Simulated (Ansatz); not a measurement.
**Electric field gradients in TaN**

All numbers below come from Ansatz 0.2.0, DFT PBE, scalar-relativistic, plane waves, PAW. Settings: 420 eV plane-wave cutoff, Γ-centred 18×18×8 mesh, Fermi-Dirac smearing of 0.15 eV. No spin polarisation.

Relaxed structure:
```
Ta N
1.0
     3.15419    0.00000    0.00000
    -1.57710    2.73161    0.00000
     0.00000    0.00000    6.09970
Ta N
2 2
Direct
  0.33333 0.66667 0.03011
  0.66667 0.33333 0.53011
  0.33333 0.66667 0.35489
  0.66667 0.33333 0.85489
```

In a metal these results depend on the k mesh and the smearing. A semilocal functional can close a gap that the real compound has. Spin–orbit coupling is left out, which matters for gradients at heavy nuclei.

Task: Give V_zz (10²¹ V/m²) and the asymmetry η at each distinct site.

Result:
```csv
atom,V_zz,η
Ta (atom 1),-14.61,0.00
N (atom 3),-2.24,0.00
```

This wurtzite form isn't the usual stable structure of the compound.